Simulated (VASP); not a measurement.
# NaF (Villiaumite): Na into a neighbouring Na vacancy, part 5 of 5

Wanted: the minimum-energy path in NaF (Villiaumite) for this move: Na into a neighbouring Na vacancy. The start is a cell from a database of measured crystal structures.

VASP 6.6.1; PBEsol; plane waves and PAW (Na, F).

So far. Step 4 (Relax the start): The run ended after 10 ionic steps, 0.674 eV below its first step, once the forces on the free atoms met EDIFFG = -0.05. Step 5 (Relax the end): The run ended after 9 ionic steps, 0.739 eV below its first step, once the forces on the free atoms met EDIFFG = -0.05.

## Step 6: Nudged elastic band (continued)

Parts of OUTCAR (step 6):

```text
NELECT = 216

 ion  position               nearest neighbor table
   1  0.000  1.000  0.246-  33 1.85  45 1.85  27 2.46  52 2.47   9 2.83   3 2.83   7 2.83  19 2.84
                            46 2.97  34 2.97  16 3.32  22 3.32  10 3.69   4 3.69  20 3.69   8 3.70
   2  0.999  1.000  0.671-  47 2.25  35 2.25  53 2.28  28 2.28  46 2.30  34 2.30   6 3.17   5 3.17
                            11 3.17  18 3.17   4 3.23  20 3.23  17 3.23   8 3.23  10 3.23  23 3.23
   3  0.999  0.325  0.002-  45 2.23  29 2.24  27 2.27  50 2.29  48 2.32  32 2.33   1 2.83   9 3.14
                            21 3.17   5 3.17  22 3.21   4 3.23  14 3.23  12 3.25  24 3.25   8 3.28
   4  0.999  0.331  0.334-  46 2.26  27 2.26  28 2.27  48 2.27  30 2.29  49 2.29  22 3.20  10 3.21
                            25 3.22  12 3.22  23 3.22   2 3.23  13 3.23   3 3.23   5 3.25   6 3.26
   5  0.999  0.327  0.673-  29 2.24  47 2.24  50 2.28  28 2.28  49 2.31  31 2.32  21 3.16  11 3.16
                             3 3.17   2 3.17  23 3.23  14 3.23  26 3.24  13 3.25   4 3.25   8 3.26
   6  1.000  0.673  0.000-  51 2.24  35 2.24  53 2.28  30 2.28  32 2.31  48 2.32  18 3.16  15 3.16
                             2 3.17   7 3.17  17 3.22  25 3.23  12 3.25  24 3.25   8 3.26   4 3.26
   7  0.999  0.675  0.328-  33 2.23  51 2.24  52 2.26  30 2.29  31 2.32  49 2.33   1 2.83  19 3.14
                            15 3.16   6 3.17  16 3.21   8 3.23  25 3.23  26 3.25  13 3.25   4 3.28
   8  1.000  0.668  0.665-  52 2.26  34 2.26  31 2.27  53 2.27  32 2.29  50 2.29  16 3.20  20 3.20
                            14 3.22  17 3.22  26 3.22   7 3.23   2 3.23  24 3.23   5 3.26   6 3.26
   9  0.325  1.000  0.002-  33 2.22  29 2.25  27 2.27  44 2.29  42 2.32  38 2.32   1 2.83   3 3.14
                            15 3.16  11 3.17  16 3.21  10 3.23  14 3.24  12 3.25  24 3.26  20 3.29
  10  0.331  0.999  0.334-  34 2.26  27 2.26  42 2.28  28 2.28  36 2.28  43 2.29  16 3.20   4 3.21
                            17 3.22  25 3.22  12 3.22   9 3.23   2 3.23  13 3.23  18 3.25  11 3.25
  11  0.327  0.000  0.673-  35 2.24  29 2.24  28 2.28  44 2.28  37 2.31  43 2.31   5 3.16  15 3.16
                             2 3.17   9 3.17  14 3.23  17 3.23  13 3.24  26 3.25  10 3.25  20 3.25
  12  0.333  0.334  0.000-  27 2.24  41 2.27  32 2.27  36 2.27  30 2.28  38 2.28  23 3.21  17 3.21
                            14 3.21  13 3.22   4 3.22  10 3.22  21 3.24  15 3.24   6 3.25   3 3.25
  13  0.332  0.334  0.334-  28 2.27  30 2.27  39 2.27  37 2.27  31 2.27  36 2.28  12 3.22  14 3.22
[...]
52  0.830  0.830  0.504-  26 2.24  20 2.26   8 2.26   7 2.26  19 2.27   1 2.47
  53  0.833  0.832  0.834-   8 2.27  24 2.28   6 2.28  20 2.28  18 2.28   2 2.28

  tangential force (eV/A)        -0.696127
  left and right image   0.881800  0.873227 A

  tangential force (eV/A)        -0.693666
  left and right image   0.889625  0.882429 A

 E-fermi :  -1.2512

 k-point     1 :       0.0000    0.0000    0.0000
  band No.  band energies     occupation
    ...
    104      -1.5913      2.00000
    105      -1.5754      2.00000
    106      -1.5489      2.00000
    107      -1.4769      2.00000
    108      -1.4735      2.00000
    109       4.7616      0.00000
    110       7.5719      0.00000
    111       7.6462      0.00000
    112       7.7066      0.00000
    113       7.7083      0.00000
    ...

 POSITION                                       TOTAL-FORCE (eV/Angst)
 -----------------------------------------------------------------------------------
      8.55013      1.72103      6.81930         0.457262      0.453774     -0.004237
     11.38260     11.37806     13.64419         0.012376      0.018845     -0.005390
      2.28306      6.74166      9.11144        -0.056349      0.014173     -0.075833
      4.49884      9.08994      9.03535         0.024436     -0.007673      0.026895
      6.82313     11.44203      9.02271        -0.008817     -0.012614     -0.000444
      4.61945      6.82131     11.43983        -0.005529     -0.009903      0.001011
      6.74430      9.10467     11.35219         0.024443     -0.055125      0.074770
      9.09427     11.32132     11.42694        -0.007395      0.020457     -0.032044
      6.74417      2.28134      9.11135         0.021655     -0.058421     -0.075731
      9.09365      4.49598      9.03540        -0.012580      0.021949      0.026237
      4.61742      6.82271      2.19826        -0.010192     -0.012558     -0.003672
      2.24984      2.24706      4.50718        -0.016601     -0.019114      0.007567
      4.55004      4.54657      4.55679        -0.011467     -0.014450     -0.047522
      6.83397      6.82973      4.53728        -0.007481     -0.001290      0.014888
     11.31453      9.05144      6.81834         0.054268     -0.017053      0.002067
      6.82471      4.59241      6.81851        -0.022765     -0.038681      0.005588
      9.07620      6.81538      6.81801        -0.007621     -0.006848      0.000082
      6.82552      4.61670     11.44058        -0.011891     -0.008606      0.001445
      9.10698      6.74154     11.35252        -0.052596      0.021931      0.071863
     11.32537      9.09062     11.42699         0.020436     -0.005960     -0.034379
      2.23052      4.48604      6.81904        -0.016421      0.052481     -0.001287
      4.59624      6.82112      6.81851        -0.043552     -0.023644      0.001455
      6.82005      9.07323      6.81932        -0.012601      0.006689     -0.000129
      4.55122      4.54695      9.07954        -0.015907     -0.013314      0.044561
[...]
-----------------------------------------------------------------------------------
    total drift:                                0.032395      0.040279     -0.041216

  FREE ENERGIE OF THE ION-ELECTRON SYSTEM (eV)
  ---------------------------------------------------
  free  energy   TOTEN  =      -234.5354451885 eV

  energy  without entropy=     -234.5354451885  energy(sigma->0) =     -234.53544519

  tangential force (eV/A)        -0.698116
  left and right image   0.893133  0.887660 A

[... 6 parts as in an earlier step ...]

[... 7 further parts left out ...]
```

Images along the path:

| image | path (A) | energy (eV) | Na1: x, y, z (Å) |
| --- | --- | --- | --- |
| 0 | 0.000 | 0.0000 | 9.042, 2.222, 6.825 |
| 1 | 0.893 | 0.3990 | 8.550, 1.721, 6.819 |
| 2 | 1.781 | 0.8452 | 7.966, 1.135, 6.827 |
| 3 | 2.668 | 0.4009 | 7.379, 0.552, 6.819 |
| 4 | 3.561 | 0.0000 | 6.885, 0.051, 6.822 |

This step gave:

```
electronic cycles                        : 98
path length                              : 3.561 Å
barrier                                  : 0.8452 eV
barrier in the reverse direction         : 0.8451 eV
barrier from a spline through the images : 0.8451 eV
reaction energy                          : 3.71e-5 eV
```

What the program prints for this run, and its count of cycles, belong to image 1; the force that counts for the threshold is the band's, across the path.

## Step 7: Summary of results

```yaml
hop: Na into a neighbouring Na vacancy
barrier: 0.845 eV
barrier_in_the_reverse_direction: 0.845 eV
barrier_from_a_spline_through_the_images: 0.845 eV
reaction_energy: 3.7e-5 eV
path_length: 3.56 Å
```

In words: The barrier is 0.85 eV forwards and 0.85 eV backwards. With an attempt frequency of 10¹³ per second, taken as a typical value, this barrier gives about 10^-1 hops a second at 300 K. Both ends are alike and an image sits at the midpoint, which is the saddle if the path is symmetric. The band met its force threshold after 12 steps. Cell and mesh are small and were not tested. The band started on a straight line, so other routes may lie lower.

[Lines on the potential files, build, host, timing and source positions are cut from VASP's logs without a mark.]

[Logs are printed without paths, hosts, clocks, repeated set-up lines and the standing remarks that a program may print on its own settings, such as how far it seeks lower states.]

[Hosts, paths, dates, database ids (printed as entryN), source tags and the programs' standing remarks are cut or masked in the printed files.]

[Runs that stopped without an error message from VASP are left out.]
